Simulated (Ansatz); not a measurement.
Eu: all-electron results

```
Eu
1.0
    -2.24380    2.24380    2.24380
     2.24380   -2.24380    2.24380
     2.24380    2.24380   -2.24380
Eu
1
Direct
  0.00000 0.00000 0.00000
```

The cell is the one relaxed in the Materials Project (mp-20071), not relaxed further here; entries there can be hypothetical.

Semilocal functionals without a Hubbard term describe localised f shells poorly; where the shell is localised, the real material differs.

Other magnetic orders may lie lower; this is the state that the run reached.

No spin–orbit coupling, which matters for the heavy atoms here.

Theory: Ansatz 0.2.0, DFT, PBEsol, all-electron LAPW, scalar-relativistic.

The runs use a Γ-centred 10×10×10 k mesh, Fermi–Dirac smearing of 0.05 eV, basis error target 1 meV/atom, spin-polarised from start moments Eu 7 μB.

```yaml
Pressure_at_this_cell: -1.97 GPa
Volume_per_atom: 45.19 Å³
```

Q: Predict this quantity. Moments in the spheres.

A: Eu 7.18 μB.

Q: Give the computed value. Moment of the cell.

A: 7.36 μB.

Q: Density of states at the Fermi level (0.2 eV bin): what does the calculation give?

A: 1.65 states/eV per cell.

Q: Predict this quantity. Band gap.

A: none: bands cross the Fermi level, a metal.
